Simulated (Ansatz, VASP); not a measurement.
# Al35RuN36 (Ru_Al): VASP beside Ansatz

One calculation is typed for both programs; each brings its own data sets. How far apart do they land? The cell is taken from a series of runs on this material, whose earlier steps may have relaxed, scaled, displaced or heated it; both programs get it as it stands.

Calculated with Ansatz 0.2.0; plane waves, with VASP 6.6.1 beside it; single point at r2SCAN.

## Step 1: Set-up

The cell holds 72 atoms: 35 Al, 36 N and 1 Ru. Cell: a = 9.320 Å, b = 9.320 Å, c = 9.956 Å, α = 90.0°, β = 90.0°, γ = 120.0°. It derives from AlN (AlN (P6_3mc)). Nearest the centre at fractional (0.444, 0.556, 0.500): Ru72 at 0.04 Å, N55 at 1.91 Å, N40 at 2.02 Å, N56 at 2.03 Å, N52 at 2.04 Å, N53 at 3.01 Å, Al7 at 3.11 Å, Al5 at 3.11 Å. The cell carries charge +1.

As a file:

```
Al N Ru
1.0
     9.31957    0.00000    0.00000
    -4.65978    8.07098    0.00000
     0.00000    0.00000    9.95648
Al N Ru
35 36 1
Direct
  0.22315 0.11080 0.24946
  0.10873 0.21726 0.50097
  0.22288 0.11044 0.75062
  0.11169 0.22106 0.99958
  0.21872 0.44219 0.24634
  0.10907 0.55756 0.50119
  0.21722 0.44146 0.75168
  0.11175 0.55643 0.99954
  0.22315 0.77806 0.24944
  0.11217 0.88904 0.49956
  0.22297 0.77829 0.75071
  0.11223 0.88902 0.00024
  0.55680 0.11121 0.24990
  0.44366 0.21700 0.50118
  0.55746 0.11162 0.75053
  0.44477 0.22105 0.99953
  0.55905 0.44209 0.24624
  0.55978 0.44146 0.75178
  0.44559 0.55567 0.00233
  0.55899 0.78247 0.24636
  0.44363 0.89215 0.50124
  0.55985 0.78408 0.75173
  0.44481 0.88951 0.99954
  0.88994 0.11130 0.24996
  0.77897 0.22227 0.49951
  0.88967 0.11164 0.75050
  0.77889 0.22237 0.00045
  0.89003 0.44444 0.24990
  0.78414 0.55752 0.50118
  0.88969 0.44382 0.75052
  0.78022 0.55648 0.99955
  0.89041 0.77808 0.24949
  0.78397 0.89248 0.50104
  0.89081 0.77835 0.75064
  0.78018 0.88956 0.99960
  0.22312 0.11131 0.44038
  0.11200 0.22129 0.18976
  0.22297 0.11107 0.94046
  0.11222 0.22186 0.69091
  0.20590 0.43608 0.43818
  0.11206 0.55600 0.18969
  0.22433 0.44525 0.94131
  0.11232 0.55579 0.69105
  0.22308 0.77815 0.44037
  0.11237 0.88883 0.19062
  0.22303 0.77823 0.94050
  0.11240 0.88884 0.69004
  0.55642 0.11112 0.44038
  0.44520 0.22118 0.18967
  0.55680 0.11156 0.94042
  0.44545 0.22176 0.69104
  0.56538 0.43570 0.43804
  0.44575 0.55543 0.19713
  0.55597 0.44529 0.94136
  0.44586 0.55559 0.69095
  0.56508 0.79524 0.43831
  0.44523 0.88916 0.18971
  0.55597 0.77692 0.94134
  0.44552 0.88896 0.69109
  0.88989 0.11127 0.44026
  0.77906 0.22219 0.19097
  0.88967 0.11154 0.94043
  0.77909 0.22221 0.69027
  0.89005 0.44480 0.44038
  0.78001 0.55603 0.18972
  0.88974 0.44445 0.94042
  0.77945 0.55577 0.69105
  0.88990 0.77808 0.44041
  0.77991 0.88922 0.18981
  0.89016 0.77825 0.94048
  0.77945 0.88908 0.69096
  0.44568 0.55559 0.49551
```

## Step 2: Ansatz: single point, r2SCAN

Ansatz runs on its PAW soft_1 files.

With cell and atoms fixed, the geometry can't cause a difference; cores, projectors, grids and the points listed under the comparison can.

The input, input.yaml:

```yaml
crystal:
  checkpoint: "../qp1_M4.relax.run"
  host: checkpoint
total_charge: 1
basis:
  ecutwfc: 500
  xc_grid: 2
hamiltonian:
  xc: r2scan
  pseudopotentials: { kind: paw, azcp: { folder: soft_1 } }
kpoints:
  mp_grid: { grid: [2, 2, 2], shift: [0.5, 0.5, 0.5] }
magnetization:
  spin_polarized: true
  initial_magnetization: 4
  spin_locking: { lock_magnetization: hard }
scf:
  occupations: { method: fermi_dirac, width: 0.01 }
  max_iter: 80
output:
  forces: true
  eigenvalues: true
  charged_corrections:
    epsilon: [4.49, 4.49, 4.72]
    static_epsilon: [8.15, 8.15, 9.65]
    defect_position: [0.444444, 0.555556, 0.499602]
  eigenstates: { localisation: true }
  populations: true
  efg: {}
checkpoint:
  read: "../qp1_M4.relax.run"
  write: "../qp1_M4.point.run"
  compress: false
  write_wavefunctions: false
  write_every: 100000
```

Run with:

```console
$ ansatz run input.yaml --threads 4 --pin off --max-ram 15073MiB --backend cpu --events-out ev --progress --plain --runs-dir out
```

Numbers of over 12 decimals in the logs are rounded to 6 here.

Log:

```text
Warning: This run holds its total moment fixed (magnetization.spin_locking.lock_magnetization: hard) and mixes its density by anderson or broyden (scf.mixing.algorithm, typed or taken by auto). Slabs with a fixed moment have converged under broyden above another state at the same moment, at the default mixing steps and at smaller ones, and under scf.lower_state_search: standard, light or off a state that such a mixer [...]
crystal.checkpoint: the structure is that of <dir>, a `relax` run, at its step 7: its result, under r2scan at a charge of 1 e; 72 atoms read, 1 with a starting moment; crystal.structure_sha256 for this input is
Ru: output.efg is read without spin–orbit coupling, which moves field gradients at and beside such atoms by some per cent and up to a factor of two; PAW files take it under magnetization.noncollinear and magnetization.spin_orbit
Engine: ansatz 0.2.0, aarch64-unknown-linux-gnu
Pseudopotentials: kind: paw
Pseudopotential: Al, paw, valence charge 3, recommended cutoff 500 eV (meta_gga), soft_1/Al.paw.azcp
Pseudopotential: N, paw, valence charge 5, recommended cutoff 500 eV (meta_gga), soft_1/N.paw.azcp
Pseudopotential: Ru, paw, valence charge 16, recommended cutoff 500 eV (meta_gga), soft_1/Ru.paw.azcp
Functional definition: r2SCAN
  parameter k0 = 0.174
  parameter k1 = 0.065
  parameter a1 = 4.9479
  exchange = r2scan_x(k0 = k0, k1 = k1, a1 = a1)
  correlation = r2scan_c
Crystal: 72 atoms, lattice volume = 748.907 Å³
Basis set: ecut = 500 eV, 18913 PW (Γ), exchange–correlation on 144×144×150 points (8 copies of the dense FFT grid, shifted against one another)
Bands: 224, of which v1, the nominal top of the filled ones, is band 150 counted from 1 (149 counted from 0)
Symmetry: 1 space group operations
Space group: P1 (ITA 1), of the structure as read, at distance tolerance 9.1e-5 Å
Magnetic group: BNS 1.1 (UNI 1), of the structure as read, at distance tolerance 9.1e-5 Å
k-points: 4 of 8 (time reversal used)
Non-local potential: Al, projectors of the file, l = 0: 2, l = 1: 2, l = 2: 1
Non-local potential: N, projectors of the file, l = 0: 2, l = 1: 2, l = 2: 1
Non-local potential: Ru, projectors of the file, l = 0: 3, l = 1: 2, l = 2: 2, l = 3: 1
PAW form: soft (Blöchl's): semilocal exchange-correlation on the pseudo side does not see the compensation charge
PAW frozen core: Al, regenerated for the run's functional (the file was generated under x = pbe(κ = 0.804, μ = 0.219515), c = pbe(β = 0.066725))
PAW frozen core: N, regenerated for the run's functional (the file was generated under x = pbe(κ = 0.804, μ = 0.219515), c = pbe(β = 0.066725))
PAW frozen core: Ru, regenerated for the run's functional (the file was generated under x = pbe(κ = 0.804, μ = 0.219515), c = pbe(β = 0.066725))
PAW one-centre angular grid: Al, 302 points (default); XC on 160 Gauss nodes
PAW one-centre angular grid: N, 302 points (default); XC on 160 Gauss nodes
PAW one-centre angular grid: Ru, 590 points (default); XC on 160 Gauss nodes
Initial density: read from a saved state, or passed on in memory by an earlier SCF of this step, an earlier step, the calling program or the single point that the run made first
Stability of the state it starts from, as read at its close in the collinear treatment: not read, because the mixer in use, unlike msr1, does not test its closes by its own steps (another_mixer); its run was given moments
Starting moments: Σ|m| = 4 μB on 1 of 72 sites; this step starts from the density that it was given
Initial wavefunctions: pseudopotential atomic-orbital guess — the wavefunctions supplied were not used: k-point sampling differs
Functional: x = r2scan, c = r2scan; τ floored in thin density (d = 2e-4 eV/Å³)
iter 1 solved again at ethr=4.34e-6 eV; its pass at ethr=3.10e-3 eV (dr2=1.30e-2 eV) is discarded
SCF iter   1: F=—  HF=-38777.544519 eV  |F-HF|=—  |Δ(HF+E_count)|=         —  Δρ=8.20e-4 (↑7.91e-4 ↓8.20e-4)  dr2=1.12e-2  dr2_τ=2.47e-4  dr2_m=5.45e-4  M=4.000 μB ∫|m|=4.132 μB  β_m=1.20  ethr=4.34e-6  ⟨swp⟩=8.4  Hψ=12829  notcnv=0
preconditioner: auto → Resta (q_TF=auto, 2.342 Å⁻¹)  ε∞=3.7  [insulator: Δε(μ)=0.631 eV  Ē_g=14.082 eV  σ=0.010 eV  W_gap=1.00  n_scr=162 (ndim 8)  ℏωp=23.2 eV  f_vac=0.000  D(μ)=0.00/eV (n_scr^D=0)  ε∞_Penn≈3.7]
spin=Collinear: Resta preconditioning applied to the charge; magnetization (m = ρ↑ − ρ↓) channel mixes plain (no charge-response kernel on spin).
[...]
k-point 1 ↑: bands = [... 146 lower, 6.7909, 6.8712, 7.0375, 7.1093, 8.4684, 8.6236, 9.3826, 13.1574, ... 70 higher]
  k-point 2 ↑: bands = [... 146 lower, 6.9023, 6.9360, 7.0244, 7.1029, 8.5869, 8.7329, 9.3707, 12.6268, ... 70 higher]
  k-point 3 ↓: bands = [... 146 lower, 6.9096, 6.9571, 9.0921, 9.1218, 10.2227, 10.3168, 10.4360, 12.7311, ... 70 higher]
--- Löwdin populations: 72 sites ---
  site symbol       q [e]    m [muB]
     0     Al      1.8530     0.0003
     1     Al      1.8720     0.0146
     2      N      6.0643     0.0026
     3      N      6.0644     0.0041
     4     Al      1.8550     0.0008
     5     Al      1.8560     0.0004
     6      N      6.0639     0.0007
     7      N      6.0642     0.0029
     8     Al      1.8750     0.0050
     9     Al      1.8726     0.0146
    10      N      5.9667     0.3162
    11      N      6.0645     0.0042
    12     Al      1.8677     0.0095
    13     Al      1.8559     0.0004
    14      N      6.0557     0.0014
    15      N      6.0644     0.0028
    16     Al      1.8528     0.0003
    17     Al      1.8593    -0.0003
    18      N      6.0643     0.0025
    19      N      6.0638     0.0006
    20     Al      1.8549     0.0008
    21     Al      1.8547     0.0000
    22      N      6.0640     0.0007
    23      N      6.0624     0.0001
[...]
64     Al      1.8530     0.0003
    65     Al      1.8719     0.0146
    66      N      6.0643     0.0026
    67      N      6.0643     0.0041
    68     Al      1.8550     0.0008
    69     Al      1.8560     0.0004
    70      N      6.0639     0.0007
    71      N      6.0642     0.0029
  spilling = 0.008184 (of n_electrons = 300.000000)
```

## Step 3: VASP: single point, r2SCAN

The same cell, functional, mesh and smearing now go to VASP, with its own data sets.

Lines of VASP's logs that name or quote its potential files are left out, and so is its time.

The input, INCAR:

```
SYSTEM = Al35RuN36
PREC = Accurate
ENCUT = 580
EDIFF = 1E-06
NELM = 200
ISMEAR = -1
SIGMA = 0.01
LREAL = Auto
ALGO = Normal
METAGGA = R2SCAN
LASPH = .TRUE.
NELECT = 298
NBANDS = 200
ISPIN = 2
MAGMOM = 0 0.01 0 0 0 0.01 0 0 0 -0 0 0 -0 0.01 0 0 0 0 -0 0 0.01 0 0 -0 -0 0 -0 -0 0.01 0 0 0 0.01 0 0 0 0 0 0 0.21 0 0 0 0 0 0 0 0.02 0 0 0 0.21 -0.01 0 0.1 0.21 0 0 0 0.02 -0 0 -0 0.02 0 0 0 0 0 0 0 1.88
LMAXMIX = 4
LORBIT = 11
LWAVE = .FALSE.
LCHARG = .FALSE.
ISIF = 2
ISYM = 0
NUPDOWN = 4
GGA_COMPAT = .FALSE.
LMIXTAU = .TRUE.
KPAR = 4
```

The input, POSCAR:

```
Al35RuN36
1.0
    9.3195655359      0.0000000860      0.0000000000
   -4.6597828424      8.0709804634      0.0000000000
    0.0000000000      0.0000000000      9.9564777190
Al N Ru
35 36 1
Direct
    0.2231457851      0.1107987348      0.2494573640
    0.1087306995      0.2172621469      0.5009693487
    0.2228838120      0.1104362031      0.7506168817
    0.1116881298      0.2210633181      0.9995788443
    0.2187156945      0.4421935182      0.2463449105
    0.1090676640      0.5575575831      0.5011940149
    0.2172152819      0.4414556575      0.7516789746
    0.1117543484      0.5564328445      0.9995393602
    0.2231483969      0.7780609866      0.2494363029
    0.1121727131      0.8890404098      0.4995557848
    0.2229735145      0.7782911064      0.7507091438
    0.1122254744      0.8890220291      0.0002350157
    0.5568027703      0.1112080821      0.2499004126
    0.4436553930      0.2169998234      0.5011809780
    0.5574593172      0.1116150978      0.7505257585
    0.4447735720      0.2210471824      0.9995272647
    0.5590450214      0.4420938769      0.2462408321
    0.5597814617      0.4414578256      0.7517755181
    0.4455908099      0.5556738740      0.0023348899
    0.5589871626      0.7824698939      0.2463562448
    0.4436286853      0.8921548649      0.5012356445
    0.5598532256      0.7840791835      0.7517304891
    0.4448091433      0.8895148384      0.9995433383
    0.8899353204      0.1112978269      0.2499568466
    0.7789734371      0.2222651517      0.4995115695
    0.8896652146      0.1116351611      0.7504961843
    0.7788918761      0.2223718351      0.0004547661
    0.8900302407      0.4444356297      0.2499038006
    0.7841353501      0.5575184262      0.5011796080
    0.8896904805      0.4438240987      0.7505187088
    0.7802241440      0.5564771346      0.9995536054
    0.8904123489      0.7780823184      0.2494872932
    0.7839725950      0.8924751917      0.5010411457
    0.8908125576      0.7783458017      0.7506434377
    0.7801815923      0.8895551182      0.9996046696
    0.2231207484      0.1113118974      0.4403827999
    0.1119977201      0.2212870136      0.1897606036
    0.2229689761      0.1110710571      0.9404564956
    0.1122181528      0.2218591257      0.6909071509
    0.2058958865      0.4360776359      0.4381835810
    0.1120563515      0.5559953422      0.1896888293
    0.2243339670      0.4452544796      0.9413060739
    0.1123236062      0.5557931330      0.6910482518
    0.2230838571      0.7781464371      0.4403726423
    0.1123710961      0.8888292526      0.1906209525
    0.2230292500      0.7782341013      0.9405048127
    0.1123959448      0.8888421580      0.6900429478
    0.5564216345      0.1111242374      0.4403840849
    0.4451974478      0.2211826520      0.1896661704
    0.5568008962      0.1115561690      0.9404216096
    0.4454453184      0.2217603175      0.6910381624
    0.5653826480      0.4356961625      0.4380410343
    0.4457545947      0.5554335095      0.1971252471
    0.5559708836      0.4452859092      0.9413609697
    0.4458581150      0.5555861276      0.6909493958
    0.5650751879      0.7952434737      0.4383107142
    0.4452252748      0.8891602783      0.1897103146
    0.5559685045      0.7769169850      0.9413401969
    0.4455188992      0.8889597594      0.6910885819
    0.8898869983      0.1112695172      0.4402627839
    0.7790615780      0.2221896331      0.1909661791
    0.8896745465      0.1115372505      0.9404282229
    0.7790904380      0.2222121745      0.6902685094
    0.8900509752      0.4447987314      0.4403825492
    0.7800134416      0.5560290567      0.1897216017
    0.8897400661      0.4444477893      0.9404196187
    0.7794503675      0.5557701742      0.6910547052
    0.8898965227      0.7780823874      0.4404062263
    0.7799146113      0.8892246493      0.1898132620
    0.8901648225      0.7782458431      0.9404803549
    0.7794541639      0.8890783310      0.6909557278
    0.4456753858      0.5555896562      0.4955055030
```

The input, KPOINTS:

```
Points of the shifted mesh
8
Reciprocal
 0.2500000000  0.2500000000  0.2500000000 1
 0.2500000000  0.2500000000  0.7500000000 1
 0.2500000000  0.7500000000  0.2500000000 1
 0.2500000000  0.7500000000  0.7500000000 1
 0.7500000000  0.2500000000  0.2500000000 1
 0.7500000000  0.2500000000  0.7500000000 1
 0.7500000000  0.7500000000  0.2500000000 1
 0.7500000000  0.7500000000  0.7500000000 1
```

The projector-augmented-wave data sets are Al, N and Ru_pv (PBE family, release 64).

Run with:

```console
$ mpirun -np 8 vasp_std
```

Log:

```text
[banner, memory and clock lines left out]
running    8 mpi-ranks, on    1 nodes
[...]
|                                                                             |
|           W    W    AA    RRRRR   N    N  II  N    N   GGGG   !!!           |
|           W    W   A  A   R    R  NN   N  II  NN   N  G    G  !!!           |
|           W    W  A    A  R    R  N N  N  II  N N  N  G       !!!           |
|           W WW W  AAAAAA  RRRRR   N  N N  II  N  N N  G  GGG   !            |
|           WW  WW  A    A  R   R   N   NN  II  N   NN  G    G                |
|           W    W  A    A  R    R  N    N  II  N    N   GGGG   !!!           |
|                                                                             |
|     For optimal performance we recommend to set                             |
|       NCORE = 2 up to number-of-cores-per-socket                            |
|     NCORE specifies how many cores store one orbital (NPAR=cpu/NCORE).      |
|     This setting can greatly improve the performance of VASP for DFT.       |
[...]
DAV:   5    -0.874858151490E+03   -0.62035E-01   -0.61953E-01  7792   0.181E+00BRMIX: very serious problems
 the old and the new charge density differ
 old charge density:   299.00000 new  298.00000
BRMIX: very serious problems
 the old and the new charge density differ
 old charge density:   299.00000 new  298.00000
BRMIX: very serious problems
 the old and the new charge density differ
 old charge density:   299.00000 new  298.00000
BRMIX: very serious problems
 the old and the new charge density differ
 old charge density:   299.00000 new  298.00000
    0.614E+01
DAV:   6    -0.740571304772E+03    0.13429E+03   -0.34486E+02  7400   0.395E+01    0.396E+01
DAV:   7    -0.718492155677E+03    0.22079E+02   -0.42857E+01  7184   0.222E+01    0.297E+01
DAV:   8    -0.706909519030E+03    0.11583E+02   -0.45793E+00  6888   0.685E+00    0.121E+01
DAV:   9    -0.706313703696E+03    0.59582E+00   -0.22754E+00  7384   0.595E+00    0.801E+00
[...]
DAV:  19    -0.711392292989E+03    0.17256E-05   -0.41379E-06  6464   0.620E-03    0.296E-03
DAV:  20    -0.711392296940E+03   -0.39508E-05   -0.21299E-06  4648   0.511E-03    0.130E-03
DAV:  21    -0.711392296766E+03    0.17360E-06   -0.33114E-07  3808   0.160E-03
   1 F= -.71139230E+03 E0= -.71139230E+03  d E =-.269097E-12  mag=     4.0000
```

Parts of OUTCAR (step 3):

```text
  FREE ENERGIE OF THE ION-ELECTRON SYSTEM (eV)
  ---------------------------------------------------
  free  energy   TOTEN  =      -711.3922967663 eV

  energy  without entropy=     -711.3922967663  energy(sigma->0) =     -711.39229677

 magnetization (x)
# of ion       s       p       d       tot
------------------------------------------
    1       -0.000   0.000   0.000   0.000
    2        0.003   0.005   0.000   0.008
    3        0.000   0.000   0.000   0.000
    4        0.000   0.000   0.000   0.000
    5        0.001   0.002   0.000   0.004
    6        0.003   0.005   0.000   0.008
    7        0.003   0.006   0.000   0.009
    8        0.000   0.000   0.000   0.000
    9       -0.000   0.000   0.000   0.000
   10       -0.000  -0.000   0.000  -0.000
   11        0.000   0.000   0.000   0.000
   12        0.000   0.000   0.000   0.000
   13       -0.000  -0.000   0.000  -0.000
[...]
--------------------------------------------------
tot          0.071   0.847   2.449   3.367
```

The cell holds one magnetic atom, so no antiferromagnetic order fits into it.

## Step 4: Comparison

Known differences besides the potentials themselves: VASP starts from the moments at which Ansatz ended; VASP keeps PBE cores, Ansatz makes them for the functional; the cutoff is 500 eV in Ansatz and 580 eV in VASP (PREC = Accurate, projectors in real space); site moments are counted in spheres of each program's own size. Total energies have different zeros and are not compared.

Both answers:

```csv
quantity,Ansatz,VASP,difference
"total moment, fixed by the input (μB)",4.00,4.00,0.00
moment on Ru72 (μB),1.88,2.53,-0.65
moment on N40 (μB),0.21,0.20,+0.01
moment on N56 (μB),0.21,0.19,+0.01
moment on N52 (μB),0.21,0.19,+0.01
moment on N55 (μB),0.10,0.08,+0.01
```

Forces on 7 of the 72 atoms, those with the largest forces and the largest differences (eV/Å; atoms numbered as in POSCAR):

| atom | Ansatz x, y, z | VASP x, y, z |
| --- | --- | --- |
| Al24 | 0.028, -0.017, -0.050 | 0.028, -0.017, -0.056 |
| Al25 | -0.052, 0.028, -0.013 | -0.052, 0.030, -0.017 |
| N40 | -0.023, -0.047, -0.015 | -0.052, -0.063, -0.021 |
| N44 | 0.047, -0.030, 0.023 | 0.048, -0.030, 0.020 |
| N52 | 0.036, -0.018, 0.036 | 0.065, -0.035, 0.029 |
| N55 | -0.025, 0.005, -0.008 | -0.024, 0.005, 0.065 |
| N56 | 0.029, 0.045, -0.022 | 0.030, 0.080, -0.028 |

The forces differ by 7.4 meV/Å r.m.s., which is 26.9 % of the r.m.s. force of 0.028 eV/Å (both taken over all components). The cell carries a charge of +1 e against a uniform background, so its pressure also hangs on how the neutralising background is counted, and in a defect's cell a gap may be the spacing between its levels.

## Step 5: Results

```
difference in moment on Ru72 (single point, r2SCAN) : -0.65 μB
r.m.s. force difference (single point, r2SCAN)      : 7.4 meV/Å
```

What this shows: The r.m.s. force difference is 7.4 meV/Å (single point, r2SCAN), within the 12 meV/Å picked in this series as the mark of a large difference. The data sets hold unlike numbers of valence electrons (300 in Ansatz and 298 in VASP), so part of the differences comes from the potentials. How closely two codes agree says nothing of how well the functional describes the real material.

[Lines on the potential files, build, host, timing and source positions are cut from VASP's logs without a mark.]

[Logs are printed without paths, hosts, clocks, repeated set-up lines and the standing remarks that a program may print on its own settings, such as how far it seeks lower states.]

[Hosts, paths, dates, database ids (printed as entryN), source tags and the programs' standing remarks are cut or masked in the printed files.]
